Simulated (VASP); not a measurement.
Input of a VASP 6.6.1 run:

INCAR

```
ALGO = Normal
EDIFF = 1E-6
ENCUT = 520
GGA = RE
ISIF = 2
ISMEAR = -1
LASPH = T
LCHARG = F
LREAL = F
LWAVE = F
NBANDS = 14
NELM = 100
PREC = Accurate
SIGMA = 0.1
```

File KPOINTS:

```
k-points
0
Gamma
  18 18 18
```

File POSCAR:

```
Bi
1.0
    0.0000000000      2.5990198565      2.5990198565
    2.5990198565      0.0000000000      2.5990198565
    2.5990198565      2.5990198565      0.0000000000
Bi
1
Direct
    0.0000000000      0.0000000000      0.0000000000
```

Potentials or basis: VASP PAW PBE potentials, release 64 (Bi_d).

Launch:

```sh
$ cat potpaw_PBE.64/Bi_d/POTCAR > POTCAR
$ mpirun -np 1 vasp_std > vasp.out
```

**Question.** Predict the band gap on the k mesh.

**Answer.** None (metal or under the smearing width).

**Question.** What does it give for the pressure?

**Answer.** -3.2 GPa.

Caveat: the PAW data sets were made with another functional, which shifts forces and pressure a little; spin-orbit coupling is left out, which moves the levels of the heavy elements.
